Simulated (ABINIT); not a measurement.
Runs of ABINIT 10.8.3 (patched build) on TiSi2. Symmetry: Cmcm, No. 63, orthorhombic system. The conventional cell has a = 3.530 Å, b = 13.519 Å, c = 3.565 Å, α = 90.00°, β = 90.00°, γ = 90.00°. Ti (site symmetry m2m) is surrounded by 10 Si at 2.58 to 2.81 Å. Around Si (site symmetry m2m) lie 4 Si at 2.51 Å and 4 Ti at 2.66 to 2.67 Å. Si (site symmetry m2m) is surrounded by 2 Si at 2.38 Å and 4 Ti at 2.58 Å. The cell comes from a database or a generator and needn't be the stable form of this composition.

| level | gap on the mesh (eV) | pressure (GPa) | relaxed volume (Å³/atom) | largest force (eV/Å) |
| --- | --- | --- | --- | --- |
| PBE | none | -0.1 | 14.37 | 0.02 |
| PBE+D3 | none | -0.1 | 13.83 | 0.01 |
| PBE+D2 | none | 0.1 | 14.05 | 0.01 |
| PBE+D3(BJ) | none | 0.0 | (a) | 0.01 |

Alike in all rows: task relaxation of cell and atoms; potentials or basis JTH PAW PBE v2.0; no spin polarisation; cell relaxed; k mesh 5 × 5 × 5; cutoff (eV) 408; smearing fermi-dirac 0.05 eV; the mesh is coarse, so values aren't converged.

Q: Fill in the values left out.

A: (a) 13.70.

Caveats: all runs use coarse meshes; pairwise dispersion overbinds metals, which lowers pressure and volume (some runs).

A gap of «none» marks a metal or a gap under the smearing width.
